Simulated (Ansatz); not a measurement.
Ti3SiC2:
```cif
data_C4Si2Ti6
_chemical_formula_sum 'Ti6 Si2 C4'
_space_group_name_H-M_alt 'P 1'
_space_group_IT_number 1
_cell_length_a 3.07202
_cell_length_b 3.07202
_cell_length_c 17.72589
_cell_angle_alpha 90.000
_cell_angle_beta 90.000
_cell_angle_gamma 120.000
loop_
_space_group_symop_operation_xyz
  'x, y, z'
loop_
_atom_site_label
_atom_site_type_symbol
_atom_site_fract_x
_atom_site_fract_y
_atom_site_fract_z
_atom_site_occupancy
Ti1 Ti 0.66667 0.33333 0.36513 1
Ti2 Ti 0.33333 0.66667 0.63487 1
Ti3 Ti 0.33333 0.66667 0.86513 1
Ti4 Ti 0.66667 0.33333 0.13487 1
Ti5 Ti 0.00000 0.00000 0.50000 1
Ti6 Ti 0.00000 0.00000 0.00000 1
Si1 Si 0.00000 0.00000 0.75000 1
Si2 Si 0.00000 0.00000 0.25000 1
C1 C 0.33333 0.66667 0.42769 1
C2 C 0.66667 0.33333 0.57231 1
C3 C 0.66667 0.33333 0.92769 1
C4 C 0.33333 0.66667 0.07231 1
```

Relaxed with PBE.

### Question
Which orbitals make up the states near the Fermi level in PBE in the plane-wave PAW code Ansatz?

### Answer
Within 0.5 eV of the Fermi level: Ti 3d 82 %, Si 3p 8 %, C 2p 5 %. Projections are on Löwdin-orthogonalised atomic valence shells; empty p or d shells of many metals are not among them.

### Question
Tabulate the density of states.

### Answer
States/eV per cell of 12 atoms, in 0.25 eV bins, energy from the Fermi level.

```tsv
E (eV)	total	Ti 3d	C 2p	Si 3p
-7.85	0.94	0.11	0.01	0.20
-7.60	0.95	0.11	0.01	0.19
-7.35	0.98	0.12	0.02	0.19
-7.10	1.04	0.14	0.02	0.17
-6.85	1.21	0.17	0.02	0.16
-6.60	1.49	0.22	0.03	0.13
-6.35	0.91	0.15	0.01	0.08
-6.10	0.62	0.12	0.00	0.04
-5.85	0.44	0.10	0.06	0.03
-5.60	0.87	0.24	0.34	0.12
-5.35	2.09	0.62	0.92	0.18
-5.10	2.77	0.84	1.27	0.18
-4.85	4.07	1.24	1.85	0.35
-4.60	5.38	1.63	2.42	0.56
-4.35	3.84	1.05	1.47	0.75
-4.10	9.21	2.43	4.21	1.27
-3.85	4.67	1.19	2.27	0.66
-3.60	6.99	1.74	3.24	1.34
-3.35	7.91	2.75	3.67	0.82
-3.10	10.10	3.99	4.96	0.59
-2.85	16.28	7.13	7.55	1.01
-2.60	16.54	7.18	7.32	1.44
-2.35	6.20	2.77	2.30	0.80
-2.10	11.29	4.92	2.11	3.68
-1.85	9.80	4.37	2.91	2.12
-1.60	6.41	3.09	1.67	1.38
-1.35	4.59	2.78	0.64	0.96
-1.10	3.47	2.42	0.26	0.61
-0.85	2.80	2.07	0.17	0.43
-0.60	2.21	1.75	0.09	0.28
-0.35	2.65	2.15	0.13	0.25
-0.10	3.98	3.29	0.21	0.28
0.15	4.14	3.39	0.22	0.32
0.40	3.82	3.13	0.22	0.33
0.65	4.49	3.76	0.24	0.35
0.90	5.81	4.43	0.49	0.61
1.15	9.12	7.31	0.61	0.79
1.40	9.65	7.82	0.64	0.72
1.65	12.18	9.91	0.85	0.78
1.90	9.28	7.48	0.70	0.61
2.15	7.49	6.35	0.35	0.44
2.40	9.94	8.56	0.54	0.39
2.65	18.20	16.17	0.83	0.57
2.90	12.67	11.11	0.60	0.49
3.15	11.59	9.03	0.94	0.73
3.40	10.65	7.84	1.14	0.90
3.65	11.35	7.64	2.06	0.89
3.90	9.79	6.05	1.88	0.97
4.15	8.35	4.75	1.58	0.90
4.40	11.51	6.34	2.53	1.07
```

Space group P6_3/mmc. The cell was relaxed with PBE under the symmetry of its start. No spin polarisation was allowed.

Potentials: the earlier of the program's two PAW sets.
